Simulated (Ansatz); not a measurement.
# Si (P6/mmm) in Ansatz: further runs

Runs on Si. Level: PBE. Tasks: single point.

All numbers are computed with Ansatz 0.2.0; they aren't measurements. Logs are shortened: lines on timing, memory, paths and dates and some standing lists are left out, and cuts for length are marked.

## Step 1: The crystal as given

Symmetry: P6/mmm, No. 191, hexagonal system. The conventional cell has a = 2.621 Å, b = 2.621 Å, c = 2.466 Å, α = 90.00°, β = 90.00°, γ = 120.00°. Si (site symmetry 6/mmm) is surrounded by 8 Si at 2.47 to 2.62 Å.

This isn't the form of Si at room conditions, which is diamond.

## Step 2: Single point, PBE

Contents of input.yaml:

```yaml
crystal:
  lattice:
    - [2.6205428149, 0.0, 0.0]
    - [-1.3102714075, 2.2694566494, 0.0]
    - [0.0, 0.0, 2.46635439]
  atoms:
    - { symbol: Si, position: [0.0, 0.0, 0.0] }
hamiltonian:
  xc: pbe
  pseudopotentials: { kind: paw }
kpoints:
  mp_grid: { grid: [12, 12, 11] }
scf:
  occupations: { method: gaussian, width: 0.021 }
output:
  forces: true
  stress: true
  eigenvalues: true
```

Potentials or basis: Ansatz PAW.

Run with:

```console
$ ansatz run input.yaml --threads 2 --pin off --max-ram 5632MiB --backend cpu --events-out ev --progress --plain --runs-dir out
```

Log:

```text
Warning: RAYON_NUM_THREADS=2 ignored (pool sized by the plan → 2); use --threads N
Engine: ansatz 0.2.0, aarch64-unknown-linux-gnu
Pseudopotentials: kind: paw
Pseudopotential: Si, paw, valence charge 4, recommended cutoff 420 eV (normal), Si.paw.azcp
Functional definition: PBE
  parameter kappa = 0.804
  parameter beta = 0.06672455060314922
  exchange = pbe_x(kappa = kappa, mu = beta*pi^2/3)
  correlation = pbe_c(beta = beta)
Crystal: 1 atoms, lattice volume = 14.668 Å³
Basis set: ecut = 420 eV, 279 PW (Γ), exchange–correlation on 36×36×36 points (8 copies of the dense FFT grid, shifted against one another)
Bands: 6, of which v1, the nominal top of the filled ones, is band 2 counted from 1 (1 counted from 0)
Symmetry: 24 space group operations
Space group: P6/mmm (ITA 191), of the structure as read, at distance tolerance 2.4e-5 Å
k-points: 114 of 1584
Non-local potential: Si, projectors of the file, l = 0: 2, l = 1: 2, l = 2: 2
PAW form: soft (Blöchl's): semilocal exchange-correlation on the pseudo side does not see the compensation charge
PAW one-centre angular grid: Si, 110 points (default); XC on 64 Gauss nodes
Initial density: superposition of atomic densities (neutral atoms: chi_scale 0, normalization atom), corrected by the library's trained network
Initial wavefunctions: pseudopotential atomic-orbital guess
Functional: x = pbe(κ = 0.804, μ = 0.2195149727645171), c = pbe(β = 0.06672455060314922)
SCF iter   1: F=—  HF=-635.505986 eV  |F-HF|=—  |Δ(HF+E_count)|=         —  Δρ=1.86e-3  dr2=4.26e-4  ethr=1.77e-3  ⟨swp⟩=5.9  Hψ=6603  notcnv=0
preconditioner: auto → none  [insulator: Δε(μ)=0.056 eV  Ē_g=13.905 eV  σ=0.021 eV  W_gap=0.54  n_scr=0 (ndim 8)  ℏωp=19.4 eV  f_vac=0.000  D(μ)=0.81/eV (n_scr^D=8)  ε∞_Penn≈2.9]
SCF iter   2: F=—  HF=-635.505935 eV  |F-HF|=—  |Δ(HF+E_count)|=   5.09e-5  Δρ=6.89e-4  dr2=4.51e-5  ethr=1.07e-5  ⟨swp⟩=1.9  Hψ=1738  notcnv=0
SCF iter   3: F=—  HF=-635.505926 eV  |F-HF|=—  |Δ(HF+E_count)|=   9.53e-6  Δρ=1.26e-4  dr2=1.14e-6  ethr=1.13e-6  ⟨swp⟩=1.5  Hψ=771  notcnv=0
iter 4 did not close the SCF: its close was put off for the readings that it lacked (scf_convergence_deferred on its scf_iter line)
SCF iter   4: F=-635.505927 eV  HF=-635.505927 eV  |F-HF|=1.34e-8  |Δ(HF+E_count)|=   8.08e-7  Δρ=1.37e-5  dr2=2.84e-8  ethr=2.85e-8  ⟨swp⟩=1.9  Hψ=877  notcnv=0
iter 5 did not close the SCF: its close was put off for the readings that it lacked (scf_convergence_deferred on its scf_iter line)
SCF iter   5: F=-635.505927 eV  HF=-635.505927 eV  |F-HF|=1.30e-9  |Δ(HF+E_count)|=   9.80e-9  Δρ=4.39e-6  dr2=2.83e-9  ethr=7.10e-10  ⟨swp⟩=1.1  Hψ=681  notcnv=0
SCF iter   6: F=-635.505927 eV  HF=-635.505927 eV  |F-HF|=2.73e-12  |Δ(HF+E_count)|=   1.08e-9  Δρ=2.15e-7  dr2=6.69e-12  ethr=7.08e-11  ⟨swp⟩=1.9  Hψ=2132  notcnv=0
SCF 1 converged in 6 iterations: F = -635.505927 eV  dr2 = 6.69e-12
SCF converged after 6 iterations
Free energy (F): -635.505927 eV
Harris-Foulkes:  -635.505927 eV  (|F-HF|=2.73e-12)
Internal energy: -635.505748 eV  (E = F + TS)
E sigma→0 (E₀):  -635.505837 eV
Entropy (-TS):   -0.000179 eV (-0.179 meV/atom)
Fermi energy:    10.203628 eV
--- Per-component energies (eV) ---
  E_band       = 18.553383
  E_kinetic    = 41.596781
  E_local      = -0.504145  (includes V_loc(G=0)·N_el)
  E_nonlocal   = 25.494902
  E_hartree    = 1.039720
  E_xc         = -56.059419
  E_vxc        = -47.930065  (∫ρ·V_xc dr)
  E_paw        = -512.456825  (= ΣΔE_a)
  E_vpaw       = -2.183541  (= ΣTr[D̂ρ^β])
  E_aug_tail   = 0.000006  (compensation charges beyond the density's cutoff)
  E_ewald      = -134.616768
  E_smearing   = -0.000179  (= −TS)
  E_closure    = 0.000000  (closes the sum)
  Σ components = -635.505927   (vs F -635.505927, Δ=0.00e0)
--- Forces (eV/Å), atoms counted from 1 ---
  atom   1  Si     0.00000000     0.00000000     0.00000000
  max |Σ_I F_I| component: 1.54e-33 eV/Å
--- Stress (GPa, compression-positive) ---
        1.317590       0.000000       0.000000
       -0.000000       1.317590       0.000000
        0.000000       0.000000       6.581905
  P = ⅓ Tr σ = 3.0724 GPa (30.724 kbar)
--- Band table (eV; the first three rows and the last of 114) ---
  k-point 0: bands = ["-3.8950", "17.7452", "18.2503", "20.6220", "20.6220", "22.5048"]
  k-point 1: bands = ["-3.7014", "14.6227", "20.7731", "20.7731", "21.2852", "22.6592"]
  k-point 2: bands = ["-3.1236", "11.3844", "21.2249", "21.2249", "23.1073", "23.1073"]
  k-point 113: bands = ["8.8569", "9.2736", "9.2736", "11.7310", "14.3245", "14.3245"]
```

It took 0.53 s on 2 threads of Arm Neoverse V1, shared host; peak memory 0.25 GiB.

What came out:

```
Free energy            : -635.5059 eV
Pressure               : 3.1 GPa
Band gap on the k mesh : none (metal or under the smearing width)
```

## Step 3: Single point, PBE

input.yaml: that of step 2 with these lines changed.

```diff
@@ -13,3 +13,3 @@
 scf:
-  occupations: { method: gaussian, width: 0.021 }
+  occupations: { method: gaussian, width: 0.022 }
 output:
```

Potentials or basis: Ansatz PAW.

Run with:

```console
$ ansatz run input.yaml --threads 2 --pin off --max-ram 5632MiB --backend cpu --events-out ev --progress --plain --runs-dir out
```

Log:

```text
Warning: RAYON_NUM_THREADS=2 ignored (pool sized by the plan → 2); use --threads N
[... 8 set-up lines as earlier in the session ...]
Crystal: 1 atoms, lattice volume = 14.668 Å³
Basis set: ecut = 420 eV, 279 PW (Γ), exchange–correlation on 36×36×36 points (8 copies of the dense FFT grid, shifted against one another)
Bands: 6, of which v1, the nominal top of the filled ones, is band 2 counted from 1 (1 counted from 0)
[... 2 set-up lines as earlier in the session ...]
k-points: 114 of 1584
[... 6 set-up lines as earlier in the session ...]
SCF iter   1: F=—  HF=-635.505995 eV  |F-HF|=—  |Δ(HF+E_count)|=         —  Δρ=1.86e-3  dr2=4.26e-4  ethr=1.77e-3  ⟨swp⟩=5.9  Hψ=6583  notcnv=0
preconditioner: auto → none  [insulator: Δε(μ)=0.056 eV  Ē_g=13.905 eV  σ=0.022 eV  W_gap=0.54  n_scr=0 (ndim 8)  ℏωp=19.4 eV  f_vac=0.000  D(μ)=0.77/eV (n_scr^D=8)  ε∞_Penn≈2.9]
SCF iter   2: F=—  HF=-635.505944 eV  |F-HF|=—  |Δ(HF+E_count)|=   5.09e-5  Δρ=6.89e-4  dr2=4.51e-5  ethr=1.07e-5  ⟨swp⟩=1.8  Hψ=1723  notcnv=0
SCF iter   3: F=—  HF=-635.505934 eV  |F-HF|=—  |Δ(HF+E_count)|=   9.60e-6  Δρ=1.26e-4  dr2=1.14e-6  ethr=1.13e-6  ⟨swp⟩=1.5  Hψ=771  notcnv=0
iter 4 did not close the SCF: its close was put off for the readings that it lacked (scf_convergence_deferred on its scf_iter line)
SCF iter   4: F=-635.505935 eV  HF=-635.505935 eV  |F-HF|=1.33e-8  |Δ(HF+E_count)|=   8.07e-7  Δρ=1.37e-5  dr2=2.83e-8  ethr=2.85e-8  ⟨swp⟩=1.9  Hψ=876  notcnv=0
iter 5 did not close the SCF: its close was put off for the readings that it lacked (scf_convergence_deferred on its scf_iter line)
SCF iter   5: F=-635.505935 eV  HF=-635.505935 eV  |F-HF|=1.29e-9  |Δ(HF+E_count)|=   9.77e-9  Δρ=4.38e-6  dr2=2.82e-9  ethr=7.08e-10  ⟨swp⟩=1.1  Hψ=680  notcnv=0
SCF iter   6: F=-635.505935 eV  HF=-635.505935 eV  |F-HF|=2.73e-12  |Δ(HF+E_count)|=   1.04e-9  Δρ=2.14e-7  dr2=6.61e-12  ethr=7.05e-11  ⟨swp⟩=1.9  Hψ=2132  notcnv=0
SCF 1 converged in 6 iterations: F = -635.505935 eV  dr2 = 6.61e-12
SCF converged after 6 iterations
Free energy (F): -635.505935 eV
Harris-Foulkes:  -635.505935 eV  (|F-HF|=2.73e-12)
Internal energy: -635.505748 eV  (E = F + TS)
E sigma→0 (E₀):  -635.505842 eV
Entropy (-TS):   -0.000187 eV (-0.187 meV/atom)
Fermi energy:    10.203701 eV
--- Per-component energies (eV) ---
  E_band       = 18.553382
  E_kinetic    = 41.596781
  E_local      = -0.504145  (includes V_loc(G=0)·N_el)
  E_nonlocal   = 25.494901
  E_hartree    = 1.039720
  E_xc         = -56.059419
  E_vxc        = -47.930065  (∫ρ·V_xc dr)
  E_paw        = -512.456825  (= ΣΔE_a)
  E_vpaw       = -2.183541  (= ΣTr[D̂ρ^β])
  E_aug_tail   = 0.000006  (compensation charges beyond the density's cutoff)
  E_ewald      = -134.616768
  E_smearing   = -0.000187  (= −TS)
  E_closure    = 0.000000  (closes the sum)
  Σ components = -635.505935   (vs F -635.505935, Δ=0.00e0)
--- Forces (eV/Å), atoms counted from 1 ---
  atom   1  Si     0.00000000     0.00000000     0.00000000
  max |Σ_I F_I| component: 1.54e-33 eV/Å
--- Stress (GPa, compression-positive) ---
        1.317622      -0.000000       0.000000
       -0.000000       1.317622       0.000000
        0.000000       0.000000       6.581821
  P = ⅓ Tr σ = 3.0724 GPa (30.724 kbar)
--- Band table (eV; the first three rows and the last of 114) ---
  k-point 0: bands = ["-3.8950", "17.7452", "18.2503", "20.6220", "20.6220", "22.5048"]
  k-point 1: bands = ["-3.7014", "14.6227", "20.7731", "20.7731", "21.2852", "22.6592"]
  k-point 2: bands = ["-3.1236", "11.3844", "21.2249", "21.2249", "23.1073", "23.1073"]
  k-point 113: bands = ["8.8569", "9.2736", "9.2736", "11.7310", "14.3245", "14.3245"]
```

Run time: 0.52 s. Hardware: 2 threads of Arm Neoverse V1, shared host; peak memory 0.25 GiB.

Results:

```yaml
Free_energy: -635.5059 eV
Pressure: 3.1 GPa
Band_gap_on_the_k_mesh: none (metal or under the smearing width)
```

Stress tensor (GPa, compression positive):
```
1.32 0.00 0.00
0.00 1.32 0.00
0.00 0.00 6.58
```

## Step 4: Single point, PBE

input.yaml: that of step 3 with these lines changed.

```diff
@@ -13,3 +13,3 @@
 scf:
-  occupations: { method: gaussian, width: 0.022 }
+  occupations: { method: gaussian, width: 0.023 }
 output:
```

Run with:

```console
$ ansatz run input.yaml --threads 2 --pin off --max-ram 5632MiB --backend cpu --events-out ev --progress --plain --runs-dir out
```

It took 0.53 s on 2 threads of Arm Neoverse V1, shared host; peak memory 0.25 GiB.

Results (log left out):

| Item | Value |
| --- | --- |
| Free energy | -635.5059 eV |
| Pressure | 3.1 GPa |
| Band gap on the k mesh | none (metal or under the smearing width) |

Stress tensor (GPa, compression positive):
```
1.32 0.00 0.00
0.00 1.32 0.00
0.00 0.00 6.58
```

Levels at points of the mesh, in eV from the Fermi level:
```csv
k point,band 1,band 2,band 3,band 4,band 5
"(0.00, 0.00, 0.00)",-14.10,7.54,8.05,10.42,10.42
"(0.00, -0.50, 0.00)",-7.59,-6.78,5.20,6.55,12.94
```

## Step 5: Overview

```csv
smearing,gap on the mesh (eV),pressure (GPa)
gaussian 0.021 eV,none,3.1
gaussian 0.022 eV,none,3.1
gaussian 0.023 eV,none,3.1
```

Alike in all rows: task single point; level PBE; potentials or basis Ansatz PAW; no spin polarisation; cell as given; k mesh 12 × 12 × 11; cutoff (eV) 420.

Every run on the cell as given and a fine mesh finds a metal.

Absolute energies hang on the potentials; compare differences alone.
